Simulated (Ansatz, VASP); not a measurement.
La in VASP and in Ansatz

```
La
1.0
     3.30588    0.00000    0.00000
     0.00000    3.30588    0.00000
     0.00000    0.00000    3.30588
La
1
Direct
  0.00000 0.00000 0.00000
```

Alike in both runs: task single point; functional PBEsol; k mesh 11 × 11 × 11; occupations fermi-dirac, width 0.1 eV; no spin polarisation.

```csv
,VASP,Ansatz
version,VASP 6.6.1,Ansatz 0.2.0
potentials or method,"VASP PAW PBE potentials, release 64 (La)","plane waves (420 eV) with PAW, scalar-relativistic"
plane-wave cutoff (eV),520,420
valence electrons in the cell,11,11
```

Ansatz gave:

* pressure (GPa): -1.8

Q: Estimate VASP's values.

A: Pressure (GPa): -1.7.

Ansatz warned: «pseudo_functional_mismatch».

Caveats: the PAW data sets were made with another functional, which shifts forces and pressure a little (VASP). Spin-orbit coupling is left out, which matters for the levels of La.
